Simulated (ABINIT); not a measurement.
# BP (F-43m) in ABINIT: further runs, part 2 of 2

ABINIT 10.8.3 (patched build).

**5. Single point, WC**

run.abi reads:

```
# Pseudopotentials
pp_dirpath "./"
pseudos "P.GGA_PBE-JTH.xml, B.GGA_PBE-JTH.xml"

# Structure
acell 6.0638487579 6.0638487579 6.0638487579
rprim
     0.0000000000     0.7071067812     0.7071067812
     0.7071067812     0.0000000000     0.7071067812
     0.7071067812     0.7071067812     0.0000000000
ntypat 2
znucl 15 5
natom 2
typat 1 2
xcart
     6.4316828652     6.4316828652     6.4316828652
     0.0000000000     0.0000000000     0.0000000000

# Plane-wave basis
ecut 653.073270 eV
pawecutdg 46.0
pawxcdev 0

# k points
kptopt 1
ngkpt 10 10 10
nshiftk 1
shiftk 0.0 0.0 0.0

# Exchange and correlation
ixc 23

# Bands and occupations
nband 8
occopt 3
tsmear 0.05 eV

# SCF cycle
nstep 100
tolvrs 1.0e-9

# Output
iomode 3
prtwf 0
prtden 0
prteig 0
prtebands 0
enunit 1
```

Potentials or basis: JTH PAW PBE v2.0.

Started as:

```sh
$ abinit run.abi > log 2>&1
```

run.abo:

```text
.Version 10.8.3 of ABINIT
 Symmetries : space group F-4 3 m (#216); Bravais cF (face-center cubic)
================================================================================
 Values of the parameters that define the memory need of the present run
     intxc =       0    ionmov =       0      iscf =      17    lmnmax =       8
     lnmax =       4     mgfft =      30  mpssoang =       2    mqgrid =    3001
     natom =       2  nloc_mem =       2    nspden =       1   nspinor =       1
    nsppol =       1      nsym =      24    n1xccc =       1    ntypat =       2
    occopt =       3   xclevel =       2
       mpw =         903          nfft =       27000          nkpt =          47
 PAW method is used; the additional fine FFT grid is defined by:
   mgfftf=        40    nfftf =     64000
================================================================================
================================================================================

--------------------------------------------------------------------------------
------------- Echo of variables that govern the present computation ------------
--------------------------------------------------------------------------------
 -outvars: echo values of preprocessed input variables --------
            acell      6.0638487579E+00  6.0638487579E+00  6.0638487579E+00 Bohr
              amu      3.09737620E+01  1.08110000E+01
             ecut      2.40000000E+01 Hartree
           enunit           1
              ixc          23
         kptrlatt       10    0    0      0   10    0      0    0   10
          kptrlen      6.06384876E+01
            natom           2
            nband           8
            ngfft          30      30      30
          ngfftdg          40      40      40
             nkpt          47
            nstep         100
             nsym          24
           ntypat           2
           occopt           3
        pawecutdg      4.60000000E+01 Hartree
         pawxcdev           0
           prtden           0
        prtebands           0
           prteig           0
            prtwf           0
            rprim      0.0000000000E+00  7.0710678120E-01  7.0710678120E-01
                       7.0710678120E-01  0.0000000000E+00  7.0710678120E-01
                       7.0710678120E-01  7.0710678120E-01  0.0000000000E+00
          spgroup         216
           tolvrs      1.00000000E-09
           tsmear      1.83746611E-03 Hartree
            typat      1  2
           useylm           1
           xangst      3.4034999977E+00  3.4034999977E+00  3.4034999977E+00
                      -6.5316318728E-11 -6.5316759569E-11 -6.5316318728E-11
            xcart      6.4316828652E+00  6.4316828652E+00  6.4316828652E+00
                      -1.2342995395E-10 -1.2343078702E-10 -1.2342995395E-10
             xred      7.4999999999E-01  7.4999999999E-01  7.4999999999E-01
                      -1.4393292114E-11 -1.4393097825E-11 -1.4393292114E-11
            znucl       15.00000    5.00000

================================================================================

 chkinp: Checking input parameters for consistency.

================================================================================
== DATASET  1 ==================================================================

--- !DatasetInfo
iteration_state: {dtset: 1, }
dimensions: {natom: 2, nkpt: 47, mband: 8, nsppol: 1, nspinor: 1, nspden: 1, mpw: 903, }
cutoff_energies: {ecut:  24.0, pawecutdg:  46.0, }
electrons: {nelect:   8.00000000E+00, charge:   0.00000000E+00, occopt:   3.00000000E+00, tsmear:   1.83746611E-03, }
meta: {optdriver: 0, ionmov: 0, optcell: 0, iscf: 17, paral_kgb: 0, }
...

 Exchange-correlation functional for the present dataset will be:
  GGA: Wu Cohen functional - ixc=23
  Z. Wu and R. E. Cohen, PRB 73, 235116 (2006)

 Real(R)+Recip(G) space primitive vectors, cartesian coordinates (Bohr,Bohr^-1):
[... 86 lines left out ...]
- [  0.00000000E+00,   0.00000000E+00,   5.74442128E-05, ]
pressure_GPa:  -1.6901E+00
xred      :
- [  7.5000E-01,   7.5000E-01,   7.5000E-01,  P]
- [ -1.4393E-11,  -1.4393E-11,  -1.4393E-11,  B]
cartesian_forces: # hartree/bohr
- [ -0.00000000E+00,  -0.00000000E+00,  -0.00000000E+00, ]
- [ -0.00000000E+00,  -0.00000000E+00,  -0.00000000E+00, ]
force_length_stats: {min:   0.00000000E+00, max:   0.00000000E+00, mean:   0.00000000E+00, }
...

 Integrated electronic density in atomic spheres:
 ------------------------------------------------
 Atom  Sphere_radius  Integrated_density
    1        1.60765          1.60507733
    2        1.70617          1.83993656

================================================================================

 ----iterations are completed or convergence reached----

 Mean square residual over all n,k,spin=   12.569E-11; max=  17.017E-09
 reduced coordinates (array xred) for    2 atoms
       0.749999999986      0.749999999986      0.749999999986
      -0.000000000014     -0.000000000014     -0.000000000014
 rms dE/dt=  0.0000E+00; max dE/dt=  0.0000E+00; dE/dt below (all hartree)
    1       0.000000000000      0.000000000000      0.000000000000
    2       0.000000000000      0.000000000000      0.000000000000

 cartesian coordinates (angstrom) at end:
    1      3.40349999771018     3.40349999771018     3.40349999771018
    2     -0.00000000006532    -0.00000000006532    -0.00000000006532

 cartesian forces (hartree/bohr) at end:
    1     -0.00000000000000    -0.00000000000000    -0.00000000000000
    2     -0.00000000000000    -0.00000000000000    -0.00000000000000
 frms,max,avg= 0.0000000E+00 0.0000000E+00   0.000E+00  0.000E+00  0.000E+00 h/b

 cartesian forces (eV/Angstrom) at end:
    1     -0.00000000000000    -0.00000000000000    -0.00000000000000
    2     -0.00000000000000    -0.00000000000000    -0.00000000000000
 frms,max,avg= 0.0000000E+00 0.0000000E+00   0.000E+00  0.000E+00  0.000E+00 e/A
 length scales=  6.063848757900  6.063848757900  6.063848757900 bohr
              =  3.208850570866  3.208850570866  3.208850570866 angstroms
 Fermi (or HOMO) energy (eV) =   8.94692   Average Vxc (eV)= -11.05772
 Eigenvalues (   eV  ) for nkpt=  47  k points:
 kpt#   1, nband=  8, wtk=  0.00100, kpt=  0.0000  0.0000  0.0000 (reduced coord)
  -7.10033    8.38396    8.38396    8.38396   11.76809   11.76809   11.76809   15.70377
 prteigrs : prtvol=0 or 1, do not print more k-points.

--- !EnergyTerms
iteration_state     : {dtset: 1, }
comment             : Components of total free energy in Hartree
kinetic             :  4.36632197560088E+00
hartree             :  6.22280844422665E-01
xc                  : -3.42360731241193E+00
Ewald energy        : -1.04916197705548E+01
psp_core            :  2.35406729000308E-01
local_psp           : -2.93703413105937E+00
PAW spherical_terms :  2.07711164175549E+00
internal            : -9.55114002324679E+00
'-kT*entropy'       : -3.76005960953943E-09
total_energy        : -9.55114002700685E+00
total_energy_eV     : -2.59899760364333E+02
...

--- !EnergyTermsDC
iteration_state     : {dtset: 1, }
comment             : '"Double-counting" decomposition of free energy'
band_energy         :  5.51014228847539E-01
Ewald energy        : -1.04916197705548E+01
psp_core            :  2.35406729000308E-01
xc_dc               : -1.62409543357949E-01
PAW spherical_terms :  3.16469213930918E-01
internal            : -9.55113914213402E+00
'-kT*entropy'       : -3.76005960953943E-09
total_energy_dc     : -9.55113914589408E+00
total_energy_dc_eV  : -2.59899736388033E+02
...

--- !EnergyTermsWithPAWCore
iteration_state     : {dtset: 1, }
comment             : 'Components of total free energy, including PAW core contributions'
Total energy        : -3.66682281836034E+02
Total energy DC     : -3.66682280954921E+02
Total energy (eV)   : -9.97793320059798E+03
Total energy DC (eV): -9.97793317662168E+03
...

 Cartesian components of stress tensor (hartree/bohr^3)
  sigma(1 1)=  5.74442128E-05  sigma(3 2)=  0.00000000E+00
  sigma(2 2)=  5.74442128E-05  sigma(3 1)=  0.00000000E+00
  sigma(3 3)=  5.74442128E-05  sigma(2 1)=  0.00000000E+00

-Cartesian components of stress tensor (GPa)         [Pressure= -1.6901E+00 GPa]
- sigma(1 1)=  1.69006709E+00  sigma(3 2)=  0.00000000E+00
- sigma(2 2)=  1.69006709E+00  sigma(3 1)=  0.00000000E+00
- sigma(3 3)=  1.69006709E+00  sigma(2 1)=  0.00000000E+00

== END DATASET(S) ==============================================================
================================================================================

 -outvars: echo values of variables after computation  --------
            acell      6.0638487579E+00  6.0638487579E+00  6.0638487579E+00 Bohr
           etotal     -9.5511391459E+00
            fcart     -0.0000000000E+00 -0.0000000000E+00 -0.0000000000E+00
                      -0.0000000000E+00 -0.0000000000E+00 -0.0000000000E+00
            rprim      0.0000000000E+00  7.0710678120E-01  7.0710678120E-01
                       7.0710678120E-01  0.0000000000E+00  7.0710678120E-01
                       7.0710678120E-01  7.0710678120E-01  0.0000000000E+00
           strten      5.7444212793E-05  5.7444212793E-05  5.7444212793E-05
                       0.0000000000E+00  0.0000000000E+00  0.0000000000E+00
           xangst      3.4034999977E+00  3.4034999977E+00  3.4034999977E+00
                      -6.5316318728E-11 -6.5316759569E-11 -6.5316318728E-11
             xred      7.4999999999E-01  7.4999999999E-01  7.4999999999E-01
                      -1.4393292114E-11 -1.4393097825E-11 -1.4393292114E-11
 Calculation completed.
```

It took 12 s on 1 thread of Arm Neoverse V1, shared host; peak memory 0.09 GiB.

Results:

- Free energy: -259.8997 eV
- Pressure: -1.7 GPa
- Band gap on the k mesh: 1.16 eV, indirect (least direct gap 3.38 eV)
- Valence electrons inside the program's atomic spheres: P 1.61; B 1.84

Levels at points of the mesh, in eV from the valence-band top:
```tsv
k point	band 1	band 2	band 3	band 4	band 5	band 6	band 7	band 8
(0.00, 0.00, 0.00)	-15.48	0.00	0.00	0.00	3.38	3.38	3.38	7.32
(0.50, 0.00, 0.00)	-12.14	-9.08	-1.76	-1.76	3.73	4.68	4.68	9.95
(0.50, 0.50, 0.00)	-10.62	-8.59	-4.13	-4.13	1.26	1.55	12.05	12.05
```

Caveat: the PAW data sets were made with another functional, which shifts forces and pressure a little.

**6. Summary**

```csv
level,gap on the mesh (eV),pressure (GPa)
SCAN,1.55,-1.6
revPBE,1.25,3.1
PW91,1.28,1.0
WC,1.16,-1.7
```

Alike in all rows: task single point; potentials or basis JTH PAW PBE v2.0; no spin polarisation; cell as given; k mesh 10 × 10 × 10; cutoff (eV) 653; smearing fermi-dirac 0.05 eV.

On the cell as given the gap runs from 1.16 eV (WC) to 1.55 eV (SCAN). The pressure there spans -1.7 GPa (WC) to 3.1 GPa (revPBE); a positive pressure means that this level wants a larger cell, a negative one a smaller.

Caveats: the PAW data sets were made with another functional, which shifts forces and pressure a little; totals of a meta-GGA on PAW files have another zero than those of a GGA (some runs).

Absolute energies hang on the potentials; compare differences alone.
